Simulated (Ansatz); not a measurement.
# MgO (Periclase): the cost of one run

Computed with Ansatz 0.2.0 (DFT PBE, scalar-relativistic, plane waves, PAW, unless a step's input says otherwise).

The COD entry's cell or inner coordinates are ideal or old and differ from later refinements, so a difference from it is no clean test against experiment.

1 further run of the same task is left out (set aside as unsound or not needed).

## (1) Starting point

It takes space group Fm-3m (No. 225, cubic). Conventional cell: a = 4.254 Å, b = 4.254 Å, c = 4.254 Å, α = 90.00°, β = 90.00°, γ = 90.00°. Mg (site symmetry m-3m) is surrounded by 6 O at 2.13 Å. O (site symmetry m-3m) is surrounded by 6 Mg at 2.13 Å.

Coordinates:

```xyz
2
Lattice="0.0000 2.1269 2.1269 2.1269 0.0000 2.1269 2.1269 2.1269 0.0000" Properties=species:S:1:pos:R:3 pbc="T T T"
Mg    0.0000    0.0000    0.0000
O     2.1269    2.1269    2.1269
```

It is the result of an earlier relaxation at this level (volume 9.62 Å³/atom; gap on the mesh: 4.46 eV).

## (2) Static run: bands, density of states and charges

Contents of input.yaml:

```yaml
crystal:
  lattice:
    - [0.0, 2.126852262, 2.126852262]
    - [2.126852262, 0.0, 2.126852262]
    - [2.126852262, 2.126852262, 0.0]
  atoms:
    - { symbol: Mg, position: [0.0, 0.0, 0.0] }
    - { symbol: O, position: [0.5, 0.5, 0.5] }
basis:
  ecutwfc: 420
kpoints:
  mp_grid: { grid: [10, 10, 10] }
  band_path:
    path:
      - [[0.0, 0.0, 0.0], [0.5, 0.0, 0.5], [0.625, 0.25, 0.625]]
      - [[0.375, 0.375, 0.75], [0.0, 0.0, 0.0], [0.5, 0.5, 0.5], [0.5, 0.25, 0.75], [0.5, 0.0, 0.5]]
    npoints: 14
hamiltonian:
  xc: pbe
scf:
  occupations: { method: gaussian, width: 0.02 }
  n_extra_bands: 6
output:
  forces: true
  stress: true
  eigenvalues: true
  populations: true
  dos: { projected: true, de: 0.02, nscf_kmesh: { grid: [15, 15, 15] } }
  bader: true
```

Started as:

```bash
$ ansatz run input.yaml --threads 1 --pin off --max-ram 2560MiB --backend cpu --events-out ev --progress --plain --runs-dir out
```

What time and memory should one allow on 1 thread of an Arm CPU, shared host?

About 8.8 s, with a peak of 0.26 GiB.
